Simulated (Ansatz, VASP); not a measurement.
One calculation of SnTe, two programs

INCAR

```
SYSTEM = SnTe
PREC = Accurate
ENCUT = 520
EDIFF = 1E-6
ISMEAR = 0
SIGMA = 0.03
LREAL = .FALSE.
LASPH = .TRUE.
NELM = 100
ALGO = Fast
ISIF = 2
LWAVE = .FALSE.
LCHARG = .FALSE.
GGA = PE
NBANDS = 17
```

Contents of KPOINTS:

```
Automatic mesh
0
G
  10 10 10
  0 0 0
```

File POSCAR:

```
SnTe
1.0
    0.0000000000      2.9703802252      3.5644562702
    2.9703802252      0.0000000000      3.5644562702
    2.9703802252      2.9703802252      0.0000000000
Sn Te
1 1
Direct
    0.0000000000      0.0000000000      0.0000000000
    0.5000000000      0.5000000000      0.5000000000
```

Input for Ansatz:

```yaml
crystal:
  lattice:
    - [0.0, 2.9703802252, 3.5644562702]
    - [2.9703802252, 0.0, 3.5644562702]
    - [2.9703802252, 2.9703802252, 0.0]
  atoms:
    - { symbol: Sn, position: [0.0, 0.0, 0.0] }
    - { symbol: Te, position: [0.5, 0.5, 0.5] }
basis:
  ecutwfc: 420
kpoints:
  mp_grid: { grid: [10, 10, 10] }
hamiltonian:
  xc: pbe
scf:
  occupations: { method: gaussian, width: 0.03 }
output:
  forces: true
  stress: true
  eigenvalues: true
```

Alike in both runs: task single point; functional PBE; k mesh 10 × 10 × 10; occupations gaussian, width 0.03 eV; no spin polarisation.

```csv
,VASP,Ansatz
version,VASP 6.6.1,Ansatz 0.2.0
potentials or method,"VASP PAW PBE potentials, release 64 (Sn_d, Te)","scalar-relativistic, plane waves, PAW"
plane-wave cutoff (eV),520,420
valence electrons in the cell,20,30
```

Ansatz gave:

- gap on the k mesh at the Fermi level (eV): none
- pressure (GPa): 5.5
- largest component of the traceless stress (GPa): 10.72

What did VASP give for the same quantities?

gap on the k mesh at the Fermi level (eV): none; pressure (GPa): 5.5; largest component of the traceless stress (GPa): 10.74.

A gap of «none» marks a metal or a gap that the smearing closes. The functional is the same, so the differences come from potentials, cutoffs and numerics. The two sets of potentials don't hold the same shells in valence.

Spin-orbit coupling is left out, which matters for the levels of Te.
